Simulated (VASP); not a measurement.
# TiO2 (P4_2/mnm) in VASP: further runs

The runs below take TiO2 through single point, with PBE.

Everything below comes from runs of VASP 6.6.1. Logs are shortened: lines on timing, memory, paths and dates and some standing lists are left out, and cuts for length are marked.

## Step 1: The undisturbed crystal

Symmetry: P4_2/mnm, No. 136, tetragonal system. The conventional cell has a = 4.600 Å, b = 4.600 Å, c = 2.959 Å, α = 90.00°, β = 90.00°, γ = 90.00°. Around Ti (site symmetry mmm) lie 6 O at 1.95 to 1.98 Å. Around O (site symmetry m2m) lie 3 Ti at 1.95 to 1.98 Å.

The cell is a database's computed one.

## Step 2: Single point, PBE

Contents of INCAR:

```
SYSTEM = TiO2
ADDGRID = .False.
ALGO = Normal
EDIFF = 1E-7
ENCUT = 460
GGA = PE
ISIF = 2
ISMEAR = 0
LASPH = .True.
LCHARG = .False.
LREAL = .False.
LWAVE = .False.
NBANDS = 33
NELM = 100
PREC = Accurate
SIGMA = 0.05
```

Contents of KPOINTS:

```
k-points
0
Gamma
  5 5 8
  0 0 0
```

Contents of POSCAR:

```
TiO2
1.0
    4.5998373239      0.0000000000      0.0000000000
    0.0000000000      4.5998373239      0.0000000000
    0.0000000000      0.0000000000      2.9592135600
Ti O
2 4
Direct
    0.0158320000      0.0032400000      0.4722370000
    0.5214710000      0.5093840000      0.0048770000
    0.3233600000      0.3195450000      0.4593590000
    0.1957040000      0.8057180000      0.0434810000
    0.7872850000      0.2085030000     -0.0059320000
    0.6699180000      0.6742240000      0.5240680000
```

Potentials or basis: VASP PAW PBE potentials, release 64 (Ti_sv, O).

The run is started by

```bash
$ cat potpaw_PBE.64/Ti_sv/POTCAR potpaw_PBE.64/O/POTCAR > POTCAR
$ mpirun -np 1 vasp_std > vasp.out
```

OUTCAR:

```text
SYSTEM = TiO2
   EDIFF = 1E-7
   ENCUT = 460
   GGA = PE
   ISIF = 2
   ISMEAR = 0
   LASPH = .True.
   LREAL = .False.
   NELM = 100
   PREC = Accurate

 Found    101 irreducible k-points:

 Following reciprocal coordinates:
            Coordinates               Weight
  0.000000  0.000000  0.000000      1.000000
  0.200000  0.000000  0.000000      2.000000
  0.000000  0.200000  0.000000      2.000000
  0.400000  0.000000  0.000000      2.000000
  0.000000  0.400000  0.000000      2.000000
  0.200000  0.200000  0.000000      2.000000
   k-points           NKPTS =    101   k-points in BZ     NKDIM =    101   number of bands    NBANDS=     33
   number of dos      NEDOS =    301   number of ions     NIONS =      6
   total plane-waves  NPLWV =  24576
   dimension x,y,z NGX =    32 NGY =   32 NGZ =   24
   dimension x,y,z NGXF=    64 NGYF=   64 NGZF=   48
   ions per type =               2   4
   NGX,Y,Z   is equivalent  to a cutoff of  11.57, 11.57, 13.48 a.u.
   NGXF,Y,Z  is equivalent  to a cutoff of  23.13, 23.13, 26.97 a.u.
 SYSTEM =  TiO2
   PREC   = accura    normal or accurate (medium, high low for compatibility)
   ISTART =      0    job   : 0-new  1-cont  2-samecut
   ICHARG =      2    charge: 1-file 2-atom 10-const
   ISPIN  =      1    spin polarized calculation?
   LNONCOLLINEAR =      F non collinear calculations
   LSORBIT =      F    spin-orbit coupling
   LASPH  =      T    aspherical Exc in radial PAW
   ENCUT  =  460.0 eV  33.81 Ry    5.81 a.u.   8.04  8.04  5.18*2*pi/ulx,y,z
   NELM   =    100;   NELMIN=  2; NELMDL= -5     # of ELM steps
   EDIFF  = 0.1E-06   stopping-criterion for ELM
   LREAL  =      F    real-space projection
   EDIFFG = 0.1E-05   stopping-criterion for IOM
   NSW    =      0    number of steps for IOM
   IBRION =     -1    ionic relax: 0-MD 1-quasi-New 2-CG
   NFREE  =      0    steps in history (QN), initial steepest desc. (CG)
   ISIF   =      2    stress and relaxation
   ISYM   =      2    0-nonsym 1-usesym 2-fastsym
   POTIM  = 0.5000    time-step for ionic-motion
   TEBEG  =    0.0;   TEEND  =   0.0 temperature during run
   PSTRESS=    0.0 pullay stress
   NELECT =      48.0000    total number of electrons
   NUPDOWN=      -1.0000    fix difference up-down
   EMIN   =  10.00;   EMAX   =-10.00  energy-range for DOS
   EFERMI =   0.00;   METHOD = LEGACY
   ISMEAR =     0;   SIGMA  =   0.05  broadening in eV -4-tet -1-fermi 0-gaus
   EFERMI_NEDOS =   21; number of points for ismear=-14 and -15
   IALGO  =     38    algorithm
   IMIX   =      4    mixing-type and parameters
     AMIX     =   0.40;   BMIX     =  1.00
     AMIX_MAG =   1.60;   BMIX_MAG =  1.00
  volume/ion in A,a.u.               =      10.44        70.42
  Fermi-wavevector in a.u.,A,eV,Ry     =   1.498309  2.831394 30.544140  2.244931
  Thomas-Fermi vector in A             =   2.610085
   LORBIT       =      0    0 simple, 1 ext, 2 COOP (PROOUT), +10 PAW based schemes
   GGA     = PE    functional components
   LHFCALC =     F    Hartree Fock is set to
   AEXX    =    0.0000 exact exchange contribution
   IVDW    =     0    specifies the selected vdW correction
   LEPSILON=     F    determine dielectric tensor
   LRPA    =     F    only Hartree local field effects (RPA)
 non-spin polarized calculation
 Gauss-broadening in eV      SIGMA  =   0.05
  energy-cutoff  :      460.00
  volume of cell :       62.61
 maximum number of plane-waves:      1422
   NGX = 17   NGY = 17   NGZ = 11

 number of electron      47.9999995 magnetization

 Free energy of the ion-electron system (eV)
  ---------------------------------------------------
  ext. energy  EPLUGINS =         0.00000000
  ---------------------------------------------------
  free energy    TOTEN  =       -52.57708676 eV

  energy without entropy =      -52.57708676  energy(sigma->0) =      -52.57708676

 E-fermi :   5.2204     XC(G=0): -11.3499

 val. band max:        4.9063002415   @ k =   0.0000   0.0000   0.0000
 cond. band min:       6.7761766001   @ k =   0.0000   0.4000   0.5000
 fundamental gap:      1.8698763586
 Fermi energy:         5.2204031013

 k-point     1 :       0.0000    0.0000    0.0000
  band No.  band energies     occupation
      1     -52.2828      2.00000
      2     -51.4324      2.00000
      3     -28.5792      2.00000
      4     -28.4373      2.00000
      5     -28.4043      2.00000
      6     -27.8261      2.00000
[... 25 lines left out ...]
     32      10.9645      0.00000
     33      12.3075      0.00000

 k-point     2 :       0.2000    0.0000    0.0000
  band No.  band energies     occupation
      1     -52.2827      2.00000
      2     -51.4324      2.00000
      3     -28.5770      2.00000
      4     -28.4355      2.00000
      5     -28.4039      2.00000
      6     -27.8293      2.00000
[... 25 lines left out ...]
     32      10.8572      0.00000
     33      12.3911      0.00000

 k-point     3 :       0.0000    0.2000    0.0000
  band No.  band energies     occupation
      1     -52.2827      2.00000
      2     -51.4324      2.00000
      3     -28.5771      2.00000
      4     -28.4353      2.00000
      5     -28.4040      2.00000
      6     -27.8295      2.00000
[... 25 lines left out ...]
     32      10.8544      0.00000
     33      12.3828      0.00000

 k-point     4 :       0.4000    0.0000    0.0000
  band No.  band energies     occupation
      1     -52.2826      2.00000
      2     -51.4324      2.00000
      3     -28.5733      2.00000
      4     -28.4324      2.00000
      5     -28.4032      2.00000
      6     -27.8345      2.00000
[... 25 lines left out ...]
     32      10.7007      0.00000
     33      12.0901      0.00000

 k-point     5 :       0.0000    0.4000    0.0000
  band No.  band energies     occupation
      1     -52.2826      2.00000
      2     -51.4323      2.00000
      3     -28.5736      2.00000
      4     -28.4319      2.00000
      5     -28.4035      2.00000
      6     -27.8352      2.00000
[... 25 lines left out ...]
     32      10.7227      0.00000
     33      12.0577      0.00000

 k-point     6 :       0.2000    0.2000    0.0000
  band No.  band energies     occupation
      1     -52.2826      2.00000
      2     -51.4324      2.00000
      3     -28.5805      2.00000
      4     -28.4318      2.00000
      5     -28.4036      2.00000
      6     -27.8347      2.00000
[... 25 lines left out ...]
     32      11.0405      0.00000
     33      12.1386      0.00000

 [... further k-points ...]

------------------------ aborting loop because EDIFF is reached ----------------------------------------

  FORCE on cell =-STRESS in cart. coord.  units (eV):
  Direction    XX          YY          ZZ          XY          YZ          ZX
  --------------------------------------------------------------------------------------
  -------------------------------------------------------------------------------------
  Total        4.9329413      5.4837408      7.9201286     -0.2421490     -0.4093699     -3.1665019
  in kB      126.2278760    140.3221565    202.6663106     -6.1962941    -10.4752714    -81.0268731
  external PRESSURE =     156.4054477 kB  Pullay stress =       0.0000000 kB

 VOLUME and BASIS-vectors are now :
 -----------------------------------------------------------------------------
  energy-cutoff  :      460.00
  volume of cell :       62.61
      direct lattice vectors                 reciprocal lattice vectors
     4.599837324  0.000000000  0.000000000     0.217398993  0.000000000  0.000000000
     0.000000000  4.599837324  0.000000000     0.000000000  0.217398993  0.000000000
     0.000000000  0.000000000  2.959213560     0.000000000  0.000000000  0.337927622

 POSITION                                       TOTAL-FORCE (eV/Angst)
 -----------------------------------------------------------------------------------
      0.07282      0.01490      1.39745        -0.389584      2.032982      0.564585
      2.39868      2.34308      0.01443        -1.314663     -1.268614      0.600205
      1.48740      1.46986      1.35934        -3.360225     -2.812219      1.689282
      0.90021      3.70617      0.12867        -0.649238      0.292976     -1.578456
      3.62138      0.95908      2.94166         2.254033     -2.158840      0.518492
      3.08151      3.10132      1.55083         3.459678      3.913715     -1.794108
 -----------------------------------------------------------------------------------
    total drift:                                0.000093     -0.000024      0.000402

  FREE ENERGIE OF THE ION-ELECTRON SYSTEM (eV)
  ---------------------------------------------------
  free  energy   TOTEN  =       -52.5770867571 eV

  energy  without entropy=      -52.5770867571  energy(sigma->0) =      -52.57708676
```

It took 1.8 min on 1 thread of AMD EPYC 9R45 (Zen 5), shared host; peak memory 0.22 GiB.

These settings aren't checked as converged: the numbers below hold their error.

Results:

```yaml
Free_energy: -52.5771 eV
Pressure: 15.6 GPa
Largest_force: 5.523 eV/Å
Band_gap_on_the_k_mesh: 1.87 eV, indirect (least direct gap 1.97 eV)
```

Caveat: the cutoff is under 1.25 times the usual one of these potentials, so pressure, stress and relaxed cells hold a basis-set (Pulay) error; an odd mesh through Γ misses points on the zone boundary, where band edges often lie.

## Step 3: Single point, PBE

Edit INCAR of step 2 so:

```diff
@@ -4,3 +4,3 @@
 EDIFF = 1E-7
-ENCUT = 460
+ENCUT = 400
 GGA = PE
```

Contents of KPOINTS:

```
k-points
0
Gamma
  6 6 9
  0 0 0
```

POSCAR is that of step 2.

Potentials or basis: VASP PAW PBE potentials, release 64 (Ti_sv, O).

The run is started by

```bash
$ cat potpaw_PBE.64/Ti_sv/POTCAR potpaw_PBE.64/O/POTCAR > POTCAR
$ mpirun -np 1 vasp_std > vasp.out
```

It took 2.6 min on 1 thread of AMD EPYC 9R45 (Zen 5), shared host; peak memory 0.25 GiB.

These settings aren't checked as converged: the numbers below hold their error.

What came out:

| Item | Value |
| --- | --- |
| Free energy | -52.6283 eV |
| Largest force | 5.520 eV/Å |
| Band gap on the k mesh | 1.85 eV, indirect (least direct gap 1.98 eV) |

Caveat: the cutoff is under 1.25 times the usual one of these potentials, so pressure, stress and relaxed cells hold a basis-set (Pulay) error; an odd mesh through Γ misses points on the zone boundary, where band edges often lie.

## Step 4: Single point, PBE

Edit INCAR of step 3 so:

```diff
@@ -4,6 +4,6 @@
 EDIFF = 1E-7
-ENCUT = 400
+ENCUT = 460
 GGA = PE
 ISIF = 2
-ISMEAR = 0
+ISMEAR = -5
 LASPH = .True.
```

KPOINTS is that of step 3.

POSCAR is that of step 3.

The run is started by

```bash
$ cat potpaw_PBE.64/Ti_sv/POTCAR potpaw_PBE.64/O/POTCAR > POTCAR
$ mpirun -np 1 vasp_std > vasp.out
```

Run time: 3.1 min. Hardware: 1 thread of AMD EPYC 9R45 (Zen 5), shared host; peak memory 0.3 GiB.

The run converged, but some of its settings lie outside the range that counts as converged, so its numbers aren't taken as properties of the crystal.

Results:

```
Free energy            : -52.5771 eV
Pressure               : 15.6 GPa
Largest force          : 5.523 eV/Å
Band gap on the k mesh : 1.84 eV, indirect (least direct gap 1.97 eV)
```

Caveat: the cutoff is under 1.25 times the usual one of these potentials, so pressure, stress and relaxed cells hold a basis-set (Pulay) error; an odd mesh through Γ misses points on the zone boundary, where band edges often lie.
